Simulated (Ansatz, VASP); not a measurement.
## CdS (Greenockite) in VASP and in Ansatz

```
Cd S
1.0
     4.15000    0.00000    0.00000
    -2.07500    3.59401    0.00000
     0.00000    0.00000    6.73700
Cd S
2 2
Direct
  0.66667 0.33333 0.50000
  0.33333 0.66667 0.00000
  0.66667 0.33333 0.87500
  0.33333 0.66667 0.37500
```

Alike in both runs: task band structure; functional r2SCAN; k mesh 5 × 5 × 3; occupations fermi-dirac, width 0.05 eV; spin-orbit coupling, no magnetisation.

|  | VASP | Ansatz |
| --- | --- | --- |
| version | VASP 6.6.1 | Ansatz 0.2.0 |
| potentials or method | VASP PAW PBE potentials, release 64 (Cd, S) | Ansatz PAW |
| plane-wave cutoff (eV) | 520 | 500 |
| valence electrons in the cell | 36 | 52 |

|  | VASP | Ansatz | Ansatz less VASP |
| --- | --- | --- | --- |
| gap on the k mesh at the Fermi level (eV) | 1.64 | 1.64 | +0.005 |
| least direct gap on the mesh (eV) | 1.64 | 1.64 | +0.005 |
| gap along the band path (eV) | 1.64 | 1.64 | +0.005 |
| pressure (GPa) | 1.0 | 0.6 | -0.34 |
| largest component of the traceless stress (GPa) | 0.38 | 0.37 | -0.015 |
| rms of the force components (eV/Å) | 0.040 | 0.040 | -0.0008 |

Atom by atom the forces differ by 0.001 eV/Å (rms over components). The functional is the same, so the differences come from potentials, cutoffs and numerics. The two sets of potentials don't hold the same shells in valence.

Caveats: the PAW data sets were made with another functional, which shifts forces and pressure a little (VASP); the PAW data sets come from PBE, with cores solved anew for the run's functional, which leaves a small shift of forces and pressure (Ansatz).
